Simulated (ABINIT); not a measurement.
# CO2 (I-42d) in ABINIT: reference runs

Reference runs on CO2: the cell as given and a disturbed copy.

Everything below comes from runs of ABINIT 10.8.3 (patched build). Logs are shortened: lines on timing, memory, paths and dates and some standing lists are left out, and cuts for length are marked. The log counts tension as positive stress, the text compression.

## (1) Starting point

The structure is tetragonal, space group I-42d (No. 122). Conventional cell: a = 3.949 Å, b = 3.949 Å, c = 6.028 Å, α = 90.00°, β = 90.00°, γ = 90.00°. O (site symmetry 2) has 2 C at 1.40 Å as nearest neighbours. Around C (site symmetry -4) lie 4 O at 1.40 Å.

The cell comes from a database or a generator and needn't be the stable form of this composition.

## (2) Single point, PBEsol (atoms moved at random, drawn with an rms of 0.05 Å)

File run.abi:

```
# Pseudopotentials
pp_dirpath "./"
pseudos "O.upf, C.upf"

# Structure
acell 3*1.0 Angstrom
rprim
    -1.9747270000     1.9747270000     3.0140580000
     1.9747270000    -1.9747270000     3.0140580000
     1.9747270000     1.9747270000    -3.0140580000
ntypat 2
znucl 8 6
natom 6
typat 1 1 1 1 2 2
xcart
     1.3457033856     0.9731158447     3.8227388036
     0.6643653035     0.9935246482     0.7563778551
     2.9417705592     0.6610438127    -0.7373651772
    -0.9516189666     1.3159600475     2.1938092418
    -0.0050098824     0.0241173409     0.0418381391
     0.0105588653     1.9273631729     1.5155678263 Angstrom
chkprim 0
chksymtnons 0
tolsym 1.0e-6

# Plane-wave basis
ecut 42.0

# k points
kptopt 1
ngkpt 9 9 9
nshiftk 1
shiftk 0.0 0.0 0.0

# Exchange and correlation
ixc -116133

# Bands and occupations
nband 20
occopt 3
tsmear 0.05 eV

# SCF cycle
nstep 100
tolvrs 1.0e-10

# Output
iomode 3
prtwf 0
prteig 0
prtebands 0
enunit 2
prtden 1
prtvha 1
prtvclmb 1
prtpot 1
prtelf 1
```

Potentials or basis: PseudoDojo NC SR PBEsol v0.4.1 standard.

Command:

```
mpirun --bind-to none -np 4 abinit run.abi > log 2>&1
```

run.abo:

```text
.Version 10.8.3 of ABINIT
 Symmetries : space group P1 (#  1); Bravais aP (primitive triclinic)
================================================================================
 Values of the parameters that define the memory need of the present run
     intxc =       0    ionmov =       0      iscf =       7    lmnmax =       5
     lnmax =       5     mgfft =      48  mpssoang =       3    mqgrid =    3001
     natom =       6  nloc_mem =       1    nspden =       1   nspinor =       1
    nsppol =       1      nsym =       1    n1xccc =    2501    ntypat =       2
    occopt =       3   xclevel =       2
       mpw =        4148          nfft =      110592          nkpt =         365
================================================================================
================================================================================

--------------------------------------------------------------------------------
------------- Echo of variables that govern the present computation ------------
--------------------------------------------------------------------------------
 -outvars: echo values of preprocessed input variables --------
            acell      1.8897261259E+00  1.8897261259E+00  1.8897261259E+00 Bohr
              amu      1.59994000E+01  1.20110000E+01
          chkprim           0
      chksymtnons           0
             ecut      4.20000000E+01 Hartree
           enunit           2
                       outvar_i_n : Printing only first  50 k-points.
              ixc     -116133
                       outvar_i_n : Printing only first  50 k-points.
         kptrlatt        9    0    0      0    9    0      0    0    9
          kptrlen      6.71704777E+01
            natom           6
            nband          20
            ngfft          48      48      48
             nkpt         365
            nstep         100
             nsym           1
           ntypat           2
                       prtocc : prtvol=0, do not print more k-points.
           occopt           3
        prtebands           0
           prteig           0
           prtelf           1
           prtpot           1
         prtvclmb           1
           prtvha           1
            prtwf           0
            rprim     -1.9747270000E+00  1.9747270000E+00  3.0140580000E+00
                       1.9747270000E+00 -1.9747270000E+00  3.0140580000E+00
                       1.9747270000E+00  1.9747270000E+00 -3.0140580000E+00
          spgroup           1
           tolsym      1.00000000E-06
           tolvrs      1.00000000E-10
           tsmear      1.83746611E-03 Hartree
            typat      1  1  1  1  2  2
                       outvars : Printing only first  50 k-points.
           xangst      1.3457033856E+00  9.7311584470E-01  3.8227388036E+00
                       6.6436530350E-01  9.9352464820E-01  7.5637785510E-01
                       2.9417705592E+00  6.6104381270E-01 -7.3736517720E-01
                      -9.5161896660E-01  1.3159600475E+00  2.1938092418E+00
                      -5.0098824000E-03  2.4117340900E-02  4.1838139100E-02
                       1.0558865300E-02  1.9273631729E+00  1.5155678263E+00
            xcart      2.5430108455E+00  1.8389224353E+00  7.2239293897E+00
                       1.2554684712E+00  1.8774894844E+00  1.4293469938E+00
                       5.5591406821E+00  1.2491917632E+00 -1.3934182397E+00
                      -1.7982992231E+00  2.4868040824E+00  4.1456986395E+00
                      -9.4673056590E-03  4.5575169186E-02  7.9062624517E-02
                       1.9953363617E-02  3.6421885419E+00  2.8640081169E+00
             xred      8.8054400001E-01  9.7488300000E-01  5.8712400000E-01
                       3.7703499999E-01  2.9369200000E-01  4.1977699999E-01
                       4.5055000005E-02  6.2253400001E-01  9.1223100001E-01
                       6.9712999999E-01  1.2297999999E-01  9.2250999986E-02
                       1.3047000013E-02  5.6720000001E-03  4.8380000122E-03
                       7.3942400000E-01  2.5409000001E-01  4.9068100001E-01
            znucl        8.00000    6.00000

================================================================================

 chkinp: Checking input parameters for consistency.

================================================================================
== DATASET  1 ==================================================================

--- !DatasetInfo
iteration_state: {dtset: 1, }
dimensions: {natom: 6, nkpt: 365, mband: 20, nsppol: 1, nspinor: 1, nspden: 1, mpw: 4148, }
cutoff_energies: {ecut:  42.0, pawecutdg:  -1.0, }
electrons: {nelect:   3.20000000E+01, charge:   0.00000000E+00, occopt:   3.00000000E+00, tsmear:   1.83746611E-03, }
[... 113 lines left out ...]
    5        2.00000          5.08771857
    6        2.00000          5.72261973
================================================================================

 ----iterations are completed or convergence reached----

 Mean square residual over all n,k,spin=   13.476E-08; max=  79.690E-05
 reduced coordinates (array xred) for    6 atoms
       0.880544000006      0.974883000004      0.587124000001
       0.377034999990      0.293691999995      0.419776999985
       0.045055000005      0.622534000014      0.912231000007
       0.697129999990      0.122979999990      0.092250999986
       0.013047000013      0.005672000000      0.004838000012
       0.739423999996      0.254090000006      0.490681000007
 rms dE/dt=  2.0239E-01; max dE/dt=  4.5440E-01; dE/dt below (all hartree)
    1       0.111185306636      0.282242547109     -0.319101582444
    2       0.160239847321     -0.008242480612     -0.052477184669
    3       0.062574534916     -0.275697528267      0.068547439767
    4      -0.373043625687     -0.133411024097      0.454404262557
    5       0.164073021796      0.051850601798     -0.035051163291
    6      -0.125015502756      0.083242049972     -0.116315760173

 cartesian coordinates (angstrom) at end:
    1      1.34570338560000     0.97311584470000     3.82273880360000
    2      0.66436530350000     0.99352464820000     0.75637785510000
    3      2.94177055920000     0.66104381270000    -0.73736517720000
    4     -0.95161896660000     1.31596004750000     2.19380924180000
    5     -0.00500988240000     0.02411734090000     0.04183813910000
    6      0.01055886530000     1.92736317290000     1.51556782630000

 cartesian forces (hartree/bohr) at end:
    1      0.00493842825059     0.02785860601815    -0.03453703492125
    2      0.00813545285112    -0.01443840518441    -0.01334309776584
    3      0.02775528964317    -0.01756825948336     0.01870893534863
    4     -0.04300927997274    -0.01090086547482     0.04445900845858
    5     -0.00225113301785    -0.01728687030374    -0.01895485412533
    6      0.00443124224571     0.03233579442819     0.00366704300521
 frms,max,avg= 2.3048403E-02 4.4459008E-02   2.193E-07 -4.376E-07  3.295E-08 h/b

 cartesian forces (eV/Angstrom) at end:
    1      0.25394419090123     1.43254711943303    -1.77596574135703
    2      0.41834180574422    -0.74245264614693    -0.68612967412347
    3      1.42723437782412    -0.90339622520770     0.96205213655989
    4     -2.21162609836613    -0.56054504037677     2.28617413443798
    5     -0.11575791402065    -0.88892661181645    -0.97469778849776
    6      0.22786363791721     1.66277340411482     0.18856693298039
 frms,max,avg= 1.1851965E+00 2.2861741E+00   1.128E-05 -2.250E-05  1.694E-06 e/A
 length scales=  1.889726125908  1.889726125908  1.889726125908 bohr
              =  1.000000000000  1.000000000000  1.000000000000 angstroms
 Fermi (or HOMO) energy (hartree) =   0.11999   Average Vxc (hartree)=  -0.42008
 Eigenvalues (hartree) for nkpt= 365  k points:
 kpt#   1, nband= 20, wtk=  0.00137, kpt=  0.0000  0.0000  0.0000 (reduced coord)
  -0.80583   -0.62713   -0.61250   -0.58879   -0.45663   -0.28579   -0.27427   -0.23340
  -0.08947   -0.05909   -0.01530    0.02579    0.03377    0.03978    0.04805    0.05757
   0.34541    0.38492    0.40702    0.42384
      occupation numbers for kpt#   1
   2.00000    2.00000    2.00000    2.00000    2.00000    2.00000    2.00000    2.00000
   2.00000    2.00000    2.00000    2.00000    2.00000    2.00000    2.00000    2.00000
   0.00000    0.00000    0.00000    0.00000
 prteigrs : prtvol=0 or 1, do not print more k-points.

 Fermi (or HOMO) energy (eV) =   3.26511   Average Vxc (eV)= -11.43089
 Eigenvalues (   eV  ) for nkpt= 365  k points:
 kpt#   1, nband= 20, wtk=  0.00137, kpt=  0.0000  0.0000  0.0000 (reduced coord)
 -21.92768  -17.06505  -16.66704  -16.02178  -12.42556   -7.77664   -7.46332   -6.35113
  -2.43471   -1.60800   -0.41633    0.70187    0.91904    1.08238    1.30759    1.56669
   9.39922   10.47423   11.07553   11.53337
 prteigrs : prtvol=0 or 1, do not print more k-points.

--- !EnergyTerms
iteration_state     : {dtset: 1, }
comment             : Components of total free energy in Hartree
kinetic             :  5.24602629575341E+01
hartree             :  2.12818161752709E+01
xc                  : -2.07123376158714E+01
Ewald energy        : -5.47520138388790E+01
psp_core            :  3.39043532995956E+00
local_psp           : -6.85331495428855E+01
non_local_psp       : -1.09698085674784E+01
internal            : -7.78347951023497E+01
'-kT*entropy'       : -2.01372130972928E-13
total_energy        : -7.78347951023499E+01
total_energy_eV     : -2.11799267290683E+03
band_energy         : -7.71422066060736E+00
...

 Cartesian components of stress tensor (hartree/bohr^3)
  sigma(1 1)=  1.22668086E-04  sigma(3 2)=  1.61297474E-05
  sigma(2 2)=  1.23699012E-04  sigma(3 1)= -1.43175136E-05
  sigma(3 3)=  1.94390086E-04  sigma(2 1)= -8.64522265E-05

-Cartesian components of stress tensor (GPa)         [Pressure= -4.3225E+00 GPa]
- sigma(1 1)=  3.60901969E+00  sigma(3 2)=  4.74553553E-01
- sigma(2 2)=  3.63935058E+00  sigma(3 1)= -4.21235792E-01
- sigma(3 3)=  5.71915379E+00  sigma(2 1)= -2.54351232E+00

== END DATASET(S) ==============================================================
================================================================================

 -outvars: echo values of variables after computation  --------
            acell      1.8897261259E+00  1.8897261259E+00  1.8897261259E+00 Bohr
           etotal     -7.7834795102E+01
            fcart      4.9384282506E-03  2.7858606018E-02 -3.4537034921E-02
                       8.1354528511E-03 -1.4438405184E-02 -1.3343097766E-02
                       2.7755289643E-02 -1.7568259483E-02  1.8708935349E-02
                      -4.3009279973E-02 -1.0900865475E-02  4.4459008459E-02
                      -2.2511330179E-03 -1.7286870304E-02 -1.8954854125E-02
                       4.4312422457E-03  3.2335794428E-02  3.6670430052E-03
            rprim     -1.9747270000E+00  1.9747270000E+00  3.0140580000E+00
                       1.9747270000E+00 -1.9747270000E+00  3.0140580000E+00
                       1.9747270000E+00  1.9747270000E+00 -3.0140580000E+00
           strten      1.2266808610E-04  1.2369901187E-04  1.9439008609E-04
                       1.6129747434E-05 -1.4317513553E-05 -8.6452226531E-05
           xangst      1.3457033856E+00  9.7311584470E-01  3.8227388036E+00
                       6.6436530350E-01  9.9352464820E-01  7.5637785510E-01
                       2.9417705592E+00  6.6104381270E-01 -7.3736517720E-01
                      -9.5161896660E-01  1.3159600475E+00  2.1938092418E+00
                      -5.0098824000E-03  2.4117340900E-02  4.1838139100E-02
                       1.0558865300E-02  1.9273631729E+00  1.5155678263E+00
             xred      8.8054400001E-01  9.7488300000E-01  5.8712400000E-01
                       3.7703499999E-01  2.9369200000E-01  4.1977699999E-01
                       4.5055000005E-02  6.2253400001E-01  9.1223100001E-01
                       6.9712999999E-01  1.2297999999E-01  9.2250999986E-02
                       1.3047000013E-02  5.6720000001E-03  4.8380000122E-03
                       7.3942400000E-01  2.5409000001E-01  4.9068100001E-01
 Calculation completed.
```

Run time: 5.4 min. Hardware: 4 MPI ranks of Arm Neoverse V2, shared host; peak memory 0.8 GiB.

Results:

```yaml
Free_energy: -2117.9927 eV
Pressure: -4.3 GPa
Largest_force: 3.230 eV/Å
Band_gap_on_the_k_mesh: 7.19 eV, indirect (least direct gap 7.46 eV)
All_electrons_inside_the_program's_atomic_spheres: O 6.67, 6.76, 6.65, 6.69; C 5.09, 5.72
```

Forces in eV/Å, atoms in the order of the input:
```
O    0.254  1.433 -1.776
O    0.418 -0.742 -0.686
O    1.427 -0.903  0.962
O   -2.212 -0.561  2.286
C   -0.116 -0.889 -0.975
C    0.228  1.663  0.189
```

Levels at points of the mesh, in eV from the valence-band top:
```
           k point  band 14  band 15  band 16  band 17  band 18  band 19
(0.00, 0.00, 0.00)    -1.03    -0.80    -0.54     7.29     8.36     8.97
```

Caveat: an odd mesh through Γ misses points on the zone boundary, where band edges often lie.

## (3) Single point, PBEsol

File run.abi:

```
pp_dirpath "./"
pseudos "O.upf, C.upf"

acell 3*1.0
rprim
    -3.7316932009     3.7316932009     5.6957441437
     3.7316932009    -3.7316932009     5.6957441437
     3.7316932009     3.7316932009    -5.6957441437
ntypat 2
znucl 8 6
natom 6
typat 1 1 1 1 2 2
xred
     0.8750000000     0.9597980000     0.5847980000
     0.3750000000     0.2902020000     0.4152020000
     0.0402020000     0.6250000000     0.9152020000
     0.7097980000     0.1250000000     0.0847980000
     0.0000000000     0.0000000000     0.0000000000
     0.7500000000     0.2500000000     0.5000000000

ecut 42.0

kptopt 1
ngkpt 9 9 9
nshiftk 1
shiftk 0.0 0.0 0.0

ixc -116133

nband 20
occopt 3
tsmear 0.00183747

nstep 100
tolvrs 1.0e-10

iomode 3
prtwf 0
prtden 0
prteig 0
prtebands 0
enunit 2
```

Potentials or basis: PseudoDojo NC SR PBEsol v0.4.1 standard.

Command:

```
mpirun --bind-to none -np 4 abinit run.abi > log 2>&1
```

Wall time 73 s (4 MPI ranks of AMD EPYC 7R43 (Zen 3), shared host); peak memory 0.44 GiB.

Results (log left out):

* Free energy: -2118.2464 eV
* Pressure: -6.7 GPa
* Largest force: 0.220 eV/Å
* Band gap on the k mesh: 7.58 eV, indirect (least direct gap 8.06 eV)
* All electrons inside the program's atomic spheres: O 6.68; C 5.35

Forces on the atoms (eV/Å):
```
O    0.220  0.000  0.000
O   -0.220  0.000  0.000
O    0.000 -0.220  0.000
O    0.000  0.220  0.000
C    0.000  0.000  0.000
C    0.000  0.000  0.000
```

Stress tensor (GPa, compression positive):
```
-6.21  0.00  0.00
 0.00 -6.21  0.00
 0.00  0.00 -7.70
```

Levels at points of the mesh, in eV from the valence-band top:
| k point | band 12 | band 13 | band 14 | band 15 | band 16 | band 17 | band 18 | band 19 | band 20 |
| --- | --- | --- | --- | --- | --- | --- | --- | --- | --- |
| (0.00, 0.00, 0.00) | -1.17 | -1.17 | -0.88 | -0.88 | -0.48 | 7.58 | 9.03 | 9.15 | 9.15 |

Caveat: an odd mesh through Γ misses points on the zone boundary, where band edges often lie.
